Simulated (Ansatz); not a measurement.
The system is Ge.

```
CELL_PARAMETERS angstrom
2.71047 0.00000 0.00000
0.00000 2.71047 0.00000
0.00000 0.00000 2.71047
ATOMIC_POSITIONS crystal
Ge 0.00000 0.00000 0.00000
```

The cell was built by a generator and needn't be a form met in nature.

Program: Ansatz 0.2.0. Alike in all runs: potentials or basis Ansatz PAW; no spin polarisation; cell as given; k mesh 5 × 5 × 5; cutoff (eV) 420; smearing fermi-dirac 0.05 eV; the mesh is coarse, so values aren't converged.

Task: Order these runs on this cell by their pressure, lowest first.
A. level HF
B. level HSE03; points for each segment of the path 4
C. level PBEsol0

Result: C (-3.6 GPa), B (-0.9 GPa), A (4.6 GPa).

Caveats: all runs use coarse meshes; the PAW data sets come from PBE, with cores solved anew for the run's functional, which leaves a small shift of forces and pressure; the thresholds are loose for stress.
